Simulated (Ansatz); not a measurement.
# Fe (Im-3m) in Ansatz: notebook

The runs below take Fe through single point, equation of state, with LDA.

All numbers are computed with Ansatz 0.2.0; they aren't measurements. Logs are shortened: lines on timing, memory, paths and dates and some standing lists are left out, and cuts for length are marked.

## Step 1: Starting point

The structure is cubic, space group Im-3m (No. 229). The conventional cell has a = 2.886 Å, b = 2.886 Å, c = 2.886 Å, α = 90.00°, β = 90.00°, γ = 90.00°. Fe (site symmetry m-3m) has 8 Fe at 2.50 Å as nearest neighbours.

## Step 2: Single point, LDA, collinear spin, ferromagnetic start, 11.30 Å³/atom (volume scaled by 0.94)

The input, input.yaml:

```yaml
crystal:
  lattice:
    - [-1.4135427549, 1.4135427549, 1.4135427549]
    - [1.4135427549, -1.4135427549, 1.4135427549]
    - [1.4135427549, 1.4135427549, -1.4135427549]
  atoms:
    - { symbol: Fe, position: [0.0, 0.0, 0.0], spin: 3.0 }
kpoints:
  mp_grid: { grid: [13, 13, 13] }
scf:
  occupations: { method: fermi_dirac, width: 0.05 }
hamiltonian:
  xc: lda
  pseudopotentials: { kind: all_electron, lapw: { basis_error: 0.001 } }
magnetization:
  spin_polarized: true
output:
  forces: true
  stress: true
  eigenvalues: true
```

Potentials or basis: all-electron LAPW, scalar-relativistic.

Started as:

```bash
ansatz run input.yaml --threads 2 --pin off --max-ram 6144MiB --backend cpu --events-out ev --progress --plain --runs-dir out
```

The log of the run:

```text
Warning: RAYON_NUM_THREADS=2 ignored (pool sized by the plan → 2); use --threads N
LAPW: plane waves up to 9.128 Å⁻¹, error target 1.0e-3 eV per atom; small_component_spin mean_spin; Fe in spheres of 1.224 Å, 16 of its electrons in bands, Dirac shells [] (how accurate: hamiltonian.pseudopotentials.lapw.basis_error, Limitations)
Engine: ansatz 0.2.0, aarch64-unknown-linux-gnu
Pseudopotentials: kind: all_electron
Pseudopotential: Fe, LAPW, valence charge 16, lapw/all_electron/scalar/gaussian/Fe, Koelling and Harmon's equation, gaussian nucleus
Functional definition: SPW92
  exchange = slater_x
  correlation = pw_c
Crystal: 1 atoms, lattice volume = 11.298 Å³
Basis set: ecut = 317.45656855530495 eV, 141 PW (Γ), exchange–correlation at level 2
Bands: 14, of which v1, the nominal top of the filled ones, is band 8 counted from 1 (7 counted from 0)
Symmetry: 48 space group operations
Space group: Im-3m (ITA 229), of the structure as read, at distance tolerance 2.2e-5 Å
Magnetic group: BNS 229.140 (UNI 1642), of the structure as read, at distance tolerance 2.2e-5 Å
k-points: 84 of 2197
Non-local potential: Fe, projectors of the file, none
Initial density: superposition of atomic densities (chi_scale 0.1, normalization cell)
Starting moments: Σ|m| = 3 μB on 1 of 1 site
Initial wavefunctions: plane waves of lowest kinetic energy (no species holds an atomic orbital)
Functional: x = slater, c = lda
iter 1 solved again at ethr=3.27e-5 eV; its pass at ethr=1.00e-1 eV (dr2=5.22e-3 eV) is discarded
SCF iter   1: F=—  HF=-34573.574930 eV  |F-HF|=—  |Δ(HF+E_count)|=         —  Δρ=4.07e-2 (↑4.07e-2 ↓3.83e-2)  dr2=5.31e-3  dr2_m=1.58e-1  M=2.166 μB ∫|m|=2.182 μB  β_m=0.30  ethr=3.27e-5  ⟨swp⟩=3.4  Hψ=18182  notcnv=0
Mixer restart at iter 1: flushing history
preconditioner: auto → none  [metal: Δε(μ)=0.007 eV  Ē_g=15.157 eV  σ=0.050 eV  W_gap=0.03  n_scr=0 (ndim 8)  ℏωp=31.2 eV  f_vac=0.000  D(μ)=1.34/eV (n_scr^D=18)]
SCF iter   2: F=—  HF=-34573.578481 eV  |F-HF|=—  |Δ(HF+E_count)|=   3.55e-3  Δρ=2.70e-2 (↑2.70e-2 ↓2.66e-2)  dr2=1.07e-3  dr2_m=7.38e-2  M=2.176 μB ∫|m|=2.201 μB  β_m=0.54  ethr=3.27e-5  ⟨swp⟩=2.3  Hψ=6507  notcnv=0
SCF iter   3: F=—  HF=-34573.626010 eV  |F-HF|=—  |Δ(HF+E_count)|=   4.75e-2  Δρ=1.15e-2 (↑1.15e-2 ↓9.10e-3)  dr2=3.18e-3  dr2_m=9.65e-3  M=2.076 μB ∫|m|=2.122 μB  β_m=0.46  ethr=6.68e-6  ⟨swp⟩=3.0  Hψ=7570  notcnv=0
iter 4 solved again at ethr=1.29e-7 eV; its pass at ethr=6.68e-6 eV (dr2=2.07e-5 eV) is discarded
SCF iter   4: F=—  HF=-34573.607935 eV  |F-HF|=—  |Δ(HF+E_count)|=   1.81e-2  Δρ=1.00e-3 (↑9.67e-4 ↓1.00e-3)  dr2=2.07e-5  dr2_m=9.20e-5  M=2.093 μB ∫|m|=2.152 μB  β_m=0.73  ethr=1.29e-7  ⟨swp⟩=2.1  Hψ=11268  notcnv=0
SCF iter   5: F=—  HF=-34573.608613 eV  |F-HF|=—  |Δ(HF+E_count)|=         —  Δρ=2.40e-4 (↑2.06e-4 ↓2.40e-4)  dr2=3.10e-7  dr2_m=5.06e-6  M=2.092 μB ∫|m|=2.154 μB  β_m=0.87  ethr=1.29e-7  ⟨swp⟩=2.7  Hψ=6192  notcnv=0
the basis was enlarged: its passes take 711.4 KiB over the memory plan, 2 of 2 planned eigensolver slots
SCF iter   6: F=—  HF=-34573.608652 eV  |F-HF|=—  |Δ(HF+E_count)|=   3.94e-5  Δρ=5.77e-5 (↑5.41e-5 ↓5.77e-5)  dr2=1.42e-8  dr2_m=3.16e-7  M=2.091 μB ∫|m|=2.154 μB  β_m=0.86  ethr=1.94e-9  ⟨swp⟩=3.0  Hψ=6660  notcnv=0
SCF iter   7: F=—  HF=-34573.608652 eV  |F-HF|=—  |Δ(HF+E_count)|=   5.95e-7  Δρ=8.22e-6 (↑8.22e-6 ↓6.73e-6)  dr2=3.40e-10  dr2_m=5.70e-9  M=2.091 μB ∫|m|=2.154 μB  β_m=0.93  ethr=8.90e-11  ⟨swp⟩=3.0  Hψ=6637  notcnv=0
SCF iter   8: F=-34573.608652 eV  HF=-34573.608652 eV  |F-HF|=2.11e-10  |Δ(HF+E_count)|=   9.59e-8  Δρ=1.90e-6 (↑1.48e-6 ↓1.90e-6)  dr2=5.27e-11  dr2_m=2.79e-10  M=2.091 μB ∫|m|=2.154 μB  ethr=2.12e-12  ⟨swp⟩=2.9  Hψ=6318  notcnv=0
SCF 1 converged in 8 iterations: F = -34573.608652 eV  dr2 = 5.27e-11
SCF converged after 8 iterations
Magnetization: 2.0913 μB (9.0456 up, 6.9544 down)
Absolute magnetization: 2.1542 μB (∫|ρ↑−ρ↓|)
Spin contamination: 0.0228 ħ² per cell (⟨S²⟩ above its minimum at these occupations)
Per-site moments (μB) at R_I (Å): [(2.1219373161561244, 1.2241639168373726)]
Free energy (F): -34573.608652 eV
Harris-Foulkes:  -34573.608652 eV  (|F-HF|=2.11e-10)
Internal energy: -34573.599249 eV  (E = F + TS)
E sigma→0 (E₀):  -34573.603950 eV
Entropy (-TS):   -0.009403 eV (-9.403 meV/atom)
Fermi energy:    18.445509 eV
--- Per-component energies (eV) ---
  E_band       = -210.356202
  E_kinetic    = 35030.186316
  E_xc         = -1460.636586
  E_electrostatic = -68143.148979  (all electrons and nuclei)
  E_smearing   = -0.009403  (= −TS)
  E_closure    = 0.000000  (closes the sum)
  E_atoms      = -34563.488450  (free atoms, spherical and without spin; not in F)
  Σ components = -34573.608652   (vs F -34573.608652, Δ=0.00e0)
  Basis errors (estimates in eV, not in F): energy 2.8e-4 per atom: plane waves 2.4e-4 (1.2e-4 summed), levels above the bands 4.8e-185, relativity 4.2e-9, radial functions 4.5e-5, core shells 6.9e-9; eigenvalues (radial functions only) 3.4e-5; not estimated: angular momenta, meshes, grids; target (lapw.basis_error) 1.0e-3; muffin-tin radii Fe 1.224 Å
--- Forces (eV/Å), atoms counted from 1 ---
  atom   1  Fe     0.00000000    -0.00000000    -0.00000000
  max |Σ_I F_I| component: 5.75e-31 eV/Å
--- Stress (GPa, compression-positive) ---
      -17.731710       0.000000       0.000000
        0.000000     -17.731710      -0.000000
        0.000000      -0.000000     -17.731710
  P = ⅓ Tr σ = -17.7317 GPa (-177.317 kbar)
--- Band table (eV; the first three rows and the last of 168) ---
  k-point 0 ↑: bands = ["-68.8360", "-35.0074", "-35.0074", "-35.0074", "9.7765", "16.1114", "16.1114", "16.1114", "17.4693", "17.4693", "42.7101", "42.7101", "42.7101", "48.3530"]
  k-point 1 ↑: bands = ["-68.8312", "-35.0328", "-35.0158", "-35.0074", "10.0225", "16.0423", "16.1042", "16.2459", "17.4012", "17.4747", "41.3795", "42.4122", "42.6100", "47.4575"]
  k-point 2 ↑: bands = ["-68.8177", "-35.1030", "-35.0391", "-35.0073", "10.7297", "15.8544", "16.0510", "16.6307", "17.2801", "17.4932", "38.4459", "41.2829", "42.3834", "45.3351"]
  k-point 83 ↓: bands = ["-66.2878", "-33.0138", "-33.0091", "-33.0091", "15.2007", "15.2143", "20.5061", "20.5061", "20.6022", "27.8674", "28.8491", "28.8491", "35.3299", "35.7952"]
```

Wall time 8 s (2 threads of Arm Neoverse V1, shared host); peak memory 0.34 GiB.

What came out:

```yaml
Free_energy: -34573.6087 eV
Pressure: -17.7 GPa
Band_gap_on_the_k_mesh: none (metal or under the smearing width)
Net_moment: 2.09 μB per cell
Absolute_moment: 2.15 μB per cell
Site_moments: Fe +2.12 μB
```

## Step 3: Single point, LDA, collinear spin, ferromagnetic start, 11.54 Å³/atom (volume scaled by 0.96)

Changes to input.yaml since step 2:

```diff
@@ -2,5 +2,5 @@
   lattice:
-    - [-1.4135427549, 1.4135427549, 1.4135427549]
-    - [1.4135427549, -1.4135427549, 1.4135427549]
-    - [1.4135427549, 1.4135427549, -1.4135427549]
+    - [-1.4234976093, 1.4234976093, 1.4234976093]
+    - [1.4234976093, -1.4234976093, 1.4234976093]
+    - [1.4234976093, 1.4234976093, -1.4234976093]
   atoms:
```

Potentials or basis: all-electron LAPW, scalar-relativistic.

Started as:

```bash
ansatz run input.yaml --threads 2 --pin off --max-ram 6144MiB --backend cpu --events-out ev --progress --plain --runs-dir out
```

It took 8.1 s on 2 threads of Arm Neoverse V1, shared host; peak memory 0.34 GiB.

The run converged. Its results:

| Item | Value |
| --- | --- |
| Free energy | -34573.5795 eV |
| Pressure | -21.0 GPa |
| Band gap on the k mesh | none (metal or under the smearing width) |
| Net moment | 2.12 μB per cell |
| Absolute moment | 2.19 μB per cell |
| Site moments | Fe +2.16 μB |

## Step 4: Single point, LDA, collinear spin, ferromagnetic start, 11.78 Å³/atom (volume scaled by 0.98)

Changes to input.yaml since step 3:

```diff
@@ -2,5 +2,5 @@
   lattice:
-    - [-1.4234976093, 1.4234976093, 1.4234976093]
-    - [1.4234976093, -1.4234976093, 1.4234976093]
-    - [1.4234976093, 1.4234976093, -1.4234976093]
+    - [-1.4333151444, 1.4333151444, 1.4333151444]
+    - [1.4333151444, -1.4333151444, 1.4333151444]
+    - [1.4333151444, 1.4333151444, -1.4333151444]
   atoms:
```

Started as:

```bash
ansatz run input.yaml --threads 2 --pin off --max-ram 6144MiB --backend cpu --events-out ev --progress --plain --runs-dir out
```

Wall time 8.6 s (2 threads of Arm Neoverse V1, shared host); peak memory 0.34 GiB.

It converged, with:

* Free energy: -34573.5458 eV
* Pressure: -23.8 GPa
* Band gap on the k mesh: none (metal or under the smearing width)
* Net moment: 2.16 μB per cell
* Absolute moment: 2.23 μB per cell
* Site moments: Fe +2.19 μB

## Step 5: Single point, LDA, collinear spin, ferromagnetic start, 12.02 Å³/atom

Changes to input.yaml since step 4:

```diff
@@ -2,5 +2,5 @@
   lattice:
-    - [-1.4333151444, 1.4333151444, 1.4333151444]
-    - [1.4333151444, -1.4333151444, 1.4333151444]
-    - [1.4333151444, 1.4333151444, -1.4333151444]
+    - [-1.443, 1.443, 1.443]
+    - [1.443, -1.443, 1.443]
+    - [1.443, 1.443, -1.443]
   atoms:
```

Started as:

```bash
ansatz run input.yaml --threads 2 --pin off --max-ram 6144MiB --backend cpu --events-out ev --progress --plain --runs-dir out
```

Run time: 7.8 s. Hardware: 2 threads of Arm Neoverse V1, shared host; peak memory 0.34 GiB.

Results (log left out):

```yaml
Free_energy: -34573.5083 eV
Pressure: -26.1 GPa
Band_gap_on_the_k_mesh: none (metal or under the smearing width)
Net_moment: 2.20 μB per cell
Absolute_moment: 2.28 μB per cell
Site_moments: Fe +2.24 μB
```

## Step 6: Single point, LDA, collinear spin, ferromagnetic start, 12.26 Å³/atom (volume scaled by 1.02)

Changes to input.yaml since step 5:

```diff
@@ -2,5 +2,5 @@
   lattice:
-    - [-1.443, 1.443, 1.443]
-    - [1.443, -1.443, 1.443]
-    - [1.443, 1.443, -1.443]
+    - [-1.4525565699, 1.4525565699, 1.4525565699]
+    - [1.4525565699, -1.4525565699, 1.4525565699]
+    - [1.4525565699, 1.4525565699, -1.4525565699]
   atoms:
```

Potentials or basis: all-electron LAPW, scalar-relativistic.

Started as:

```bash
ansatz run input.yaml --threads 2 --pin off --max-ram 6144MiB --backend cpu --events-out ev --progress --plain --runs-dir out
```

It took 7.9 s on 2 threads of Arm Neoverse V1, shared host; peak memory 0.34 GiB.

Results (log left out):

```
Free energy            : -34573.4680 eV
Pressure               : -27.6 GPa
Band gap on the k mesh : none (metal or under the smearing width)
Net moment             : 2.26 μB per cell
Absolute moment        : 2.34 μB per cell
Site moments           : Fe +2.30 μB
```

## Step 7: Single point, LDA, collinear spin, ferromagnetic start, 12.50 Å³/atom (volume scaled by 1.04)

Changes to input.yaml since step 6:

```diff
@@ -2,5 +2,5 @@
   lattice:
-    - [-1.4525565699, 1.4525565699, 1.4525565699]
-    - [1.4525565699, -1.4525565699, 1.4525565699]
-    - [1.4525565699, 1.4525565699, -1.4525565699]
+    - [-1.4619890197, 1.4619890197, 1.4619890197]
+    - [1.4619890197, -1.4619890197, 1.4619890197]
+    - [1.4619890197, 1.4619890197, -1.4619890197]
   atoms:
```

Started as:

```bash
ansatz run input.yaml --threads 2 --pin off --max-ram 6144MiB --backend cpu --events-out ev --progress --plain --runs-dir out
```

Run time: 7.5 s. Hardware: 2 threads of Arm Neoverse V1, shared host; peak memory 0.34 GiB.

Results (log left out):

| Property | Result |
| --- | --- |
| Free energy | -34573.4256 eV |
| Pressure | -28.8 GPa |
| Band gap on the k mesh | none (metal or under the smearing width) |
| Net moment | 2.33 μB per cell |
| Absolute moment | 2.41 μB per cell |
| Site moments | Fe +2.37 μB |

## Step 8: Single point, LDA, collinear spin, ferromagnetic start, 12.74 Å³/atom (volume scaled by 1.06)

Changes to input.yaml since step 7:

```diff
@@ -2,5 +2,5 @@
   lattice:
-    - [-1.4619890197, 1.4619890197, 1.4619890197]
-    - [1.4619890197, -1.4619890197, 1.4619890197]
-    - [1.4619890197, 1.4619890197, -1.4619890197]
+    - [-1.4713013028, 1.4713013028, 1.4713013028]
+    - [1.4713013028, -1.4713013028, 1.4713013028]
+    - [1.4713013028, 1.4713013028, -1.4713013028]
   atoms:
```

Started as:

```bash
ansatz run input.yaml --threads 2 --pin off --max-ram 6144MiB --backend cpu --events-out ev --progress --plain --runs-dir out
```

Run time: 7.5 s. Hardware: 2 threads of Arm Neoverse V1, shared host; peak memory 0.34 GiB.

The run converged. Its results:

```
Free energy            : -34573.3817 eV
Pressure               : -29.8 GPa
Band gap on the k mesh : none (metal or under the smearing width)
Net moment             : 2.39 μB per cell
Absolute moment        : 2.47 μB per cell
Site moments           : Fe +2.43 μB
```

## Step 9: Equation of state, LDA, collinear spin, ferromagnetic start

Potentials or basis: all-electron LAPW, scalar-relativistic.

This step only gathers the single runs of the series.

Results:

```
Equilibrium volume : 10.53 Å³/atom (rough: see the caveat)
Bulk modulus       : 324 GPa (rough)
```

Energy against volume, from the lowest point:
```
volume (Å³/atom)  energy (meV/atom)
          11.298               0.00
          11.538              29.12
          11.778              62.81
          12.019             100.30
          12.259             140.64
          12.499             183.02
          12.740             226.99
```

Caveat: the fit is doubtful: noisy points or a state that changes with volume; the minimum lies outside the volumes run.
